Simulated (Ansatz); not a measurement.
# TiO₂ under pressure: fit and missing row

TiO₂, I4/m, a = 8.809 Å, c = 3.765 Å. This isn't the usual stable structure of the compound. Ansatz: PBE, PAW, 420 eV, Γ-centred 8×8×8 mesh on 12 atoms, Gaussian smearing 0.02 eV; no spin polarisation. Cell and atoms are relaxed at each pressure, and no other structure is tried, so the rows at high pressure may lie past a change of phase.

```tsv
V (Å³/atom)	P (GPa)
?	19.99
11.537	10.03
11.825	5.00
12.024	2.00
12.174	0.01
12.346	-2.03
```

Q: Take V0 = 12.174 Å³/atom, count pressures from its P0 = 0.01 GPa, fit the third-order Birch–Murnaghan form to the other rows, and predict the missing volume.

A: With the Eulerian strain f = ½[(V0/V)^(2/3) − 1] and y = (P − P0)/[3f(1 + 2f)^(5/2)], the form is the line y = B0 + 1.5 B0 (B0′ − 4) f. Rows (f, y): 0.01824, 167.4; 0.00979, 161.9; 0.00415, 156.6; -0.00465, 149.7. Means f = 0.006882, y = 158.90; Σ(Δf)² = 0.0002779, ΣΔfΔy = 0.2176; the slope is their ratio. y = 153.5 + 783.1 f GPa, so B0 = 153.5 GPa and B0′ = 4 + 2 × (783.1)/(3 × 153.5) = 7.40. P = 19.99 GPa is met at f = 0.03195 (y = 178.52), so V = V0 (1 + 2f)^(−3/2) = 11.094 Å³/atom. The run gave 11.041 Å³/atom, so the fit is 0.053 Å³/atom too high, 4.1 % of the span of the series, against an rms of 0.0009 Å³/atom on the fitted rows. The row lies outside the fitted range. A fourth-order term fitted to the same rows gives P = 21.03 GPa at this row's volume (the line 21.38, the run 19.99), which recovers part of the miss.

Cost: 6 runs of about 44 core-minutes in all, on Intel Xeon Platinum 8259CL (Skylake/Cascade Lake) (shared hosts).